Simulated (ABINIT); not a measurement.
# MoS2 (P6_3/mmc) in ABINIT: notebook, part 2 of 3

ABINIT 10.8.3 (patched build). The steps go on from the part before.

## 3. Single point, PBE

Input file run.abi:

```
# Pseudopotentials
pp_dirpath "./"
pseudos "Mo.upf, S.upf"

# Structure
acell 3*1.0 Angstrom
rprim
     3.1690000000     0.0000000000     0.0000000000
    -1.5845000000     2.7444345046     0.0000000000
     0.0000000000     0.0000000000    12.3240000000
ntypat 2
znucl 42 16
natom 6
typat 1 1 2 2 2 2
xred
     0.6666666667     0.3333333333     0.7500000000
     0.3333333333     0.6666666667     0.2500000000
     0.6666666667     0.3333333333     0.3770000000
     0.3333333333     0.6666666667     0.8770000000
     0.6666666667     0.3333333333     0.1230000000
     0.3333333333     0.6666666667     0.6230000000

# Plane-wave basis
ecut 36.0

# k points
kptopt 1
ngkpt 8 8 2
nshiftk 1
shiftk 0.0 0.0 0.0

# Exchange and correlation
ixc 11

# Bands and occupations
nband 32
occopt 3
tsmear 0.05 eV

# SCF cycle
nstep 100
tolvrs 1.0e-10

# Output
iomode 3
prtwf 0
prtden 0
prteig 0
prtebands 0
```

Potentials or basis: PseudoDojo NC SR PBE v0.5 standard.

Launch:

```
mpirun --bind-to none -np 4 abinit run.abi > log 2>&1
```

run.abo:

```text
.Version 10.8.3 of ABINIT
 Symmetries : space group P6_3/m m c (#194); Bravais hP (primitive hexag.)
================================================================================
 Values of the parameters that define the memory need of the present run
     intxc =       0    ionmov =       0      iscf =       7    lmnmax =       6
     lnmax =       6     mgfft =     128  mpssoang =       3    mqgrid =    6291
     natom =       6  nloc_mem =       1    nspden =       1   nspinor =       1
    nsppol =       1      nsym =      24    n1xccc =    2501    ntypat =       2
    occopt =       3   xclevel =       2
       mpw =        7496          nfft =      165888          nkpt =          20
================================================================================
================================================================================

--------------------------------------------------------------------------------
------------- Echo of variables that govern the present computation ------------
--------------------------------------------------------------------------------
 -outvars: echo values of preprocessed input variables --------
            acell      1.8897261259E+00  1.8897261259E+00  1.8897261259E+00 Bohr
              amu      9.59400000E+01  3.20660000E+01
             ecut      3.60000000E+01 Hartree
              ixc          11
         kptrlatt        8    0    0      0    8    0      0    0    2
          kptrlen      4.65779696E+01
            natom           6
            nband          32
            ngfft          36      36     128
             nkpt          20
            nstep         100
             nsym          24
           ntypat           2
           occopt           3
           prtden           0
        prtebands           0
           prteig           0
            prtwf           0
            rprim      3.1690000000E+00  0.0000000000E+00  0.0000000000E+00
                      -1.5845000000E+00  2.7444345046E+00  0.0000000000E+00
                       0.0000000000E+00  0.0000000000E+00  1.2324000000E+01
          spgroup         194
           tolvrs      1.00000000E-10
           tsmear      1.83746611E-03 Hartree
            typat      1  1  2  2  2  2
           xangst      1.5845000000E+00  9.1481150153E-01  9.2430000000E+00
                      -1.8798140419E-17  1.8296230031E+00  3.0810000000E+00
                       1.5845000000E+00  9.1481150153E-01  4.6461480000E+00
                      -1.8798140419E-17  1.8296230031E+00  1.0808148000E+01
                       1.5845000000E+00  9.1481150153E-01  1.5158520000E+00
                      -1.8798140419E-17  1.8296230031E+00  7.6778520000E+00
            xcart      2.9942710465E+00  1.7287431947E+00  1.7466738582E+01
                      -3.5523337068E-17  3.4574863895E+00  5.8222461939E+00
                       2.9942710465E+00  1.7287431947E+00  8.7799472604E+00
                      -3.5523337068E-17  3.4574863895E+00  2.0424439648E+01
                       2.9942710465E+00  1.7287431947E+00  2.8645451274E+00
                      -3.5523337068E-17  3.4574863895E+00  1.4509037515E+01
             xred      6.6666666667E-01  3.3333333333E-01  7.5000000000E-01
                       3.3333333333E-01  6.6666666667E-01  2.5000000000E-01
                       6.6666666667E-01  3.3333333333E-01  3.7700000000E-01
                       3.3333333333E-01  6.6666666667E-01  8.7700000000E-01
                       6.6666666667E-01  3.3333333333E-01  1.2300000000E-01
                       3.3333333333E-01  6.6666666667E-01  6.2300000000E-01
[... 131 lines left out ...]
 rms dE/dt=  1.1892E-02; max dE/dt=  2.5227E-02; dE/dt below (all hartree)
    1       0.000000000000      0.000000000000     -0.000000000000
    2       0.000000000000      0.000000000000      0.000000000000
    3      -0.000000000000      0.000000000000      0.025226635772
    4       0.000000000000     -0.000000000000      0.025226635772
    5       0.000000000000     -0.000000000000     -0.025226635772
    6      -0.000000000000      0.000000000000     -0.025226635772

 cartesian coordinates (angstrom) at end:
    1      1.58450000000000     0.91481150153333     9.24300000000000
    2     -0.00000000000000     1.82962300306667     3.08100000000000
    3      1.58450000000000     0.91481150153333     4.64614800000000
    4     -0.00000000000000     1.82962300306667    10.80814800000000
    5      1.58450000000000     0.91481150153333     1.51585200000000
    6     -0.00000000000000     1.82962300306667     7.67785200000000

 cartesian forces (hartree/bohr) at end:
    1      0.00000000000000    -0.00000000000000     0.00000000000000
    2     -0.00000000000000    -0.00000000000000    -0.00000000000000
    3      0.00000000000000     0.00000000000000    -0.00108320032044
    4      0.00000000000000     0.00000000000000    -0.00108320032044
    5     -0.00000000000000     0.00000000000000     0.00108320032044
    6      0.00000000000000     0.00000000000000     0.00108320032044
 frms,max,avg= 5.1062553E-04 1.0832003E-03   0.000E+00  0.000E+00  0.000E+00 h/b

 cartesian forces (eV/Angstrom) at end:
    1      0.00000000000000    -0.00000000000000     0.00000000000000
    2     -0.00000000000000    -0.00000000000000    -0.00000000000000
    3      0.00000000000000     0.00000000000000    -0.05570040000558
    4      0.00000000000000     0.00000000000000    -0.05570040000558
    5     -0.00000000000000     0.00000000000000     0.05570040000558
    6      0.00000000000000     0.00000000000000     0.05570040000558
 frms,max,avg= 2.6257420E-02 5.5700400E-02   0.000E+00  0.000E+00  0.000E+00 e/A
 length scales=  1.889726125908  1.889726125908  1.889726125908 bohr
              =  1.000000000000  1.000000000000  1.000000000000 angstroms
 Fermi (or HOMO) energy (hartree) =   0.32558   Average Vxc (hartree)=  -0.40237
 Eigenvalues (hartree) for nkpt=  20  k points:
 kpt#   1, nband= 32, wtk=  0.00781, kpt=  0.0000  0.0000  0.0000 (reduced coord)
  -1.95141   -1.95141   -1.00136   -1.00135   -0.99313   -0.99313   -0.99313   -0.99313
  -0.23969   -0.22977   -0.19524   -0.17899    0.05777    0.09571    0.18186    0.18964
   0.18964    0.19013    0.19013    0.22989    0.22989    0.23160    0.23160    0.26637
   0.26780    0.30986    0.38703    0.38732    0.38805    0.38828    0.39301    0.39831
      occupation numbers for kpt#   1
   2.00000    2.00000    2.00000    2.00000    2.00000    2.00000    2.00000    2.00000
   2.00000    2.00000    2.00000    2.00000    2.00000    2.00000    2.00000    2.00000
   2.00000    2.00000    2.00000    2.00000    2.00000    2.00000    2.00000    2.00000
   2.00000    1.99962    0.00000    0.00000    0.00000    0.00000    0.00000    0.00000
 prteigrs : prtvol=0 or 1, do not print more k-points.

--- !EnergyTerms
iteration_state     : {dtset: 1, }
comment             : Components of total free energy in Hartree
kinetic             :  6.00162365354981E+01
hartree             :  5.39878710880375E+01
xc                  : -3.32437623080486E+01
Ewald energy        : -1.19847493795111E+02
psp_core            :  4.89447500016430E+00
local_psp           : -1.73795193297101E+02
non_local_psp       :  2.32241091743493E+01
internal            : -1.84763757602212E+02
'-kT*entropy'       : -1.21972189326909E-07
total_energy        : -1.84763757724184E+02
total_energy_eV     : -5.02767797569162E+03
band_energy         : -1.62028623257922E+01
...

 Cartesian components of stress tensor (hartree/bohr^3)
  sigma(1 1)= -5.97575626E-05  sigma(3 2)=  0.00000000E+00
  sigma(2 2)= -5.97575626E-05  sigma(3 1)=  0.00000000E+00
  sigma(3 3)= -7.40474970E-05  sigma(2 1)=  0.00000000E+00

-Cartesian components of stress tensor (GPa)         [Pressure=  1.8983E+00 GPa]
- sigma(1 1)= -1.75812819E+00  sigma(3 2)=  0.00000000E+00
- sigma(2 2)= -1.75812819E+00  sigma(3 1)=  0.00000000E+00
- sigma(3 3)= -2.17855258E+00  sigma(2 1)=  0.00000000E+00

== END DATASET(S) ==============================================================
================================================================================

 -outvars: echo values of variables after computation  --------
            acell      1.8897261259E+00  1.8897261259E+00  1.8897261259E+00 Bohr
           etotal     -1.8476375772E+02
            fcart      1.8734701906E-30 -1.1898133708E-29  1.8065442533E-31
                      -4.3089814384E-29 -8.9776827066E-29 -1.8065442533E-31
                       2.4355112478E-29  1.4061430745E-29 -1.0832003204E-03
                       1.8734701906E-30  2.7041212972E-29 -1.0832003204E-03
                      -9.3673509531E-30  4.6510886311E-29  1.0832003204E-03
                       2.4355112478E-29  1.4061430745E-29  1.0832003204E-03
            rprim      3.1690000000E+00  0.0000000000E+00  0.0000000000E+00
                      -1.5845000000E+00  2.7444345046E+00  0.0000000000E+00
                       0.0000000000E+00  0.0000000000E+00  1.2324000000E+01
           strten     -5.9757562583E-05 -5.9757562618E-05 -7.4047496987E-05
                       0.0000000000E+00  0.0000000000E+00  0.0000000000E+00
           xangst      1.5845000000E+00  9.1481150153E-01  9.2430000000E+00
                      -1.8798140419E-17  1.8296230031E+00  3.0810000000E+00
                       1.5845000000E+00  9.1481150153E-01  4.6461480000E+00
                      -1.8798140419E-17  1.8296230031E+00  1.0808148000E+01
                       1.5845000000E+00  9.1481150153E-01  1.5158520000E+00
                      -1.8798140419E-17  1.8296230031E+00  7.6778520000E+00
             xred      6.6666666667E-01  3.3333333333E-01  7.5000000000E-01
                       3.3333333333E-01  6.6666666667E-01  2.5000000000E-01
                       6.6666666667E-01  3.3333333333E-01  3.7700000000E-01
                       3.3333333333E-01  6.6666666667E-01  8.7700000000E-01
                       6.6666666667E-01  3.3333333333E-01  1.2300000000E-01
                       3.3333333333E-01  6.6666666667E-01  6.2300000000E-01
 Calculation completed.
```

Wall time 49 s (4 MPI ranks of Intel Xeon 6975P-C (Granite Rapids), shared host); peak memory 0.48 GiB.

What came out:

```
Free energy                                           : -5027.6780 eV
Pressure                                              : 1.9 GPa
Largest force                                         : 0.056 eV/Å
Band gap on the k mesh                                : 0.98 eV, indirect (least direct gap 1.93 eV)
Valence electrons inside the program's atomic spheres : Mo 10.50; S 3.93
```

Forces in eV/Å, atoms in the order of the input:
```
Mo   0.000  0.000  0.000
Mo   0.000  0.000  0.000
S    0.000  0.000 -0.056
S    0.000  0.000 -0.056
S    0.000  0.000  0.056
S    0.000  0.000  0.056
```

Stress tensor (GPa, compression positive):
```
1.76 0.00 0.00
0.00 1.76 0.00
0.00 0.00 2.18
```

Caveat: this functional lacks dispersion, which binds the layers, so the pressure and a relaxed spacing across them are unreliable.

(Continued in part 3 of 3.)
